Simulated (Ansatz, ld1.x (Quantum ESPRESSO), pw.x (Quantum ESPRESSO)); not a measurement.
**What a changed setting does to a pw.x run (diamond Al)**

Potential: norm-conserving Troullier–Martins (Kleinman–Bylander form), ld1.x (Quantum ESPRESSO) 7.5, PBE; core [Ne], reference 3s1 3p0; waves: 3s (bound): rc 1.30 bohr; 3p (bound, empty): rc 2.10 bohr; 3d channel at 0.15 Ry: rc 2.15 bohr; local part: the d channel; core correction: none.

The reference run (k-mesh 8³, cutoffs 100/400 Ry, Fermi–Dirac 0.01 Ry, mixing_beta 0.4, conv_thr 1e-9, no spin) gives -0.36 GPa at 27.707 Å³/atom, where all-electron LAPW gives -0.02 GPa. This run, with its own iteration cap, changes k-mesh points per axis to 4.

```
&control
  calculation='scf', prefix='x', pseudo_dir='./', outdir='./tmp', tstress=.true., disk_io='none'
/
&system
  ibrav=0, nat=2, ntyp=1, ecutwfc=100, ecutrho=400, nbnd=10,
  occupations='smearing', smearing='fd', degauss=0.01
/
&electrons
  conv_thr=1e-09, mixing_beta=0.4, electron_maxstep=50
/
ATOMIC_SPECIES
Al 1.0 Al.UPF
CELL_PARAMETERS angstrom
  0.00000000 3.02595990 3.02595990
  3.02595990 0.00000000 3.02595990
  3.02595990 3.02595990 0.00000000
ATOMIC_POSITIONS crystal
Al 0.0000 0.0000 0.0000
Al 0.2500 0.2500 0.2500
K_POINTS automatic
4 4 4 0 0 0
```

```bash
pw.x < Al.scf.in > Al.scf.out
```

**Question.** How does the run end?

**Answer.** It converges in 11 iterations; the free energy moves by -66.3 meV/atom and the pressure by +0.08 GPa.

```
Message from routine setup:
     using ibrav=0 with symmetry is DISCOURAGED, use correct ibrav instead
     lattice parameter (alat)  =       8.0868  a.u.
     unit-cell volume          =     373.9522 (a.u.)^3
     number of electrons       =         6.00
     number of Kohn-Sham states=           10
     kinetic-energy cutoff     =     100.0000  Ry
     charge density cutoff     =     400.0000  Ry
     scf convergence threshold =      1.0E-09
     Exchange-correlation= PBE
     number of k points=     8  Fermi-Dirac smearing, width (Ry)=  0.0100
     iteration #  1     ecut=   100.00 Ry     beta= 0.40
     total energy              =      -8.24215296 Ry
     estimated scf accuracy    <       0.21303341 Ry
     iteration #  2     ecut=   100.00 Ry     beta= 0.40
     total energy              =      -8.22570954 Ry
     estimated scf accuracy    <       0.06783570 Ry
     iteration #  3     ecut=   100.00 Ry     beta= 0.40
     total energy              =      -8.23016875 Ry
     estimated scf accuracy    <       0.00113896 Ry
     iteration #  4     ecut=   100.00 Ry     beta= 0.40
     total energy              =      -8.23050482 Ry
     estimated scf accuracy    <       0.00027036 Ry
     iteration #  5     ecut=   100.00 Ry     beta= 0.40
     total energy              =      -8.23052896 Ry
     estimated scf accuracy    <       0.00000047 Ry
     iteration #  6     ecut=   100.00 Ry     beta= 0.40
     total energy              =      -8.23053251 Ry
     estimated scf accuracy    <       0.00000027 Ry
     iteration #  7     ecut=   100.00 Ry     beta= 0.40
     total energy              =      -8.23053296 Ry
     estimated scf accuracy    <       0.00000016 Ry
     iteration #  8     ecut=   100.00 Ry     beta= 0.40
     total energy              =      -8.23053302 Ry
     estimated scf accuracy    <          8.9E-09 Ry
     iteration #  9     ecut=   100.00 Ry     beta= 0.40
     total energy              =      -8.23053303 Ry
     estimated scf accuracy    <          6.7E-09 Ry
     iteration # 10     ecut=   100.00 Ry     beta= 0.40
     total energy              =      -8.23053304 Ry
     estimated scf accuracy    <          3.1E-09 Ry
     iteration # 11     ecut=   100.00 Ry     beta= 0.40
     the Fermi energy is     2.8116 ev
!    total energy              =      -8.23053304 Ry
     estimated scf accuracy    <          9.8E-12 Ry
     smearing contrib. (-TS)   =      -0.00661095 Ry
     The total energy is F=E-TS. E is the sum of the following terms:
     one-electron contribution =       2.77766381 Ry
     hartree contribution      =       0.41743969 Ry
     xc contribution           =      -2.94067896 Ry
     ewald contribution        =      -8.47834662 Ry
     convergence has been achieved in  11 iterations
          total   stress  (Ry/bohr**3)                   (kbar)     P=       -2.77
     Message from routine punch:
     Nothing written, as per user request (disk_io='none')
```

The run took about 12 s on one core of a shared host (Neoverse-V1, 32 threads, 247 GiB, load 15).
